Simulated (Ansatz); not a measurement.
AlSb (zinc blende)

```yaml
crystal:
  lattice:
    - [0.00000, 3.08862, 3.08862]
    - [3.08862, 0.00000, 3.08862]
    - [3.08862, 3.08862, 0.00000]
  atoms:
    - { symbol: Sb, position: [0.75000, 0.75000, 0.75000] }
    - { symbol: Al, position: [0.00000, 0.00000, 0.00000] }
```

In this cell atom 2 (Al, nearest neighbour Sb at 2.675 Å; its periodic images, 4.4 Å or more away, move with it) is moved by s along Cartesian x, unit vector (1.000, 0.000, 0.000); all other atoms and the cell stay fixed.

These are r2SCAN (plane waves to 500 eV, PAW, scalar-relativistic; Ansatz, an electronic-structure program) values and carry that method's errors. k mesh 11×11×11 (Γ-centred), Fermi-Dirac smearing 0.05 eV. The energy includes the smearing's −TS. Stress and pressure are positive under compression. F∥ is the force on the atom along that direction. AlSb was relaxed with its symmetry unable to fall. Spin-orbit coupling is left out, though Sb is heavy. The zero of ΔE is the undisplaced structure.

```csv
s (Å),F∥ (eV/Å),P (GPa),ΔE (meV/cell)
-0.530,3.427,4.5,1015
-0.424,2.970,3.0,…
-0.318,…,1.7,391
-0.212,…,0.8,177
-0.106,0.843,0.2,45
0.000,0.000,0.0,0
0.106,-0.843,0.2,45
0.212,…,0.8,177
0.318,…,1.7,391
0.424,-2.970,3.0,…
0.530,-3.427,4.5,1015
```

Question: Some entries are withheld; supply them.

Answer: 
- -0.424, ΔE (meV/cell): 675
- -0.318, F∥ (eV/Å): 2.366
- -0.212, F∥ (eV/Å): 1.644
- 0.212, F∥ (eV/Å): -1.644
- 0.318, F∥ (eV/Å): -2.366
- 0.424, ΔE (meV/cell): 675

(For displaced atoms, the force is minus the slope of the energy, and its curvature is a force constant, which sets phonon frequencies.)
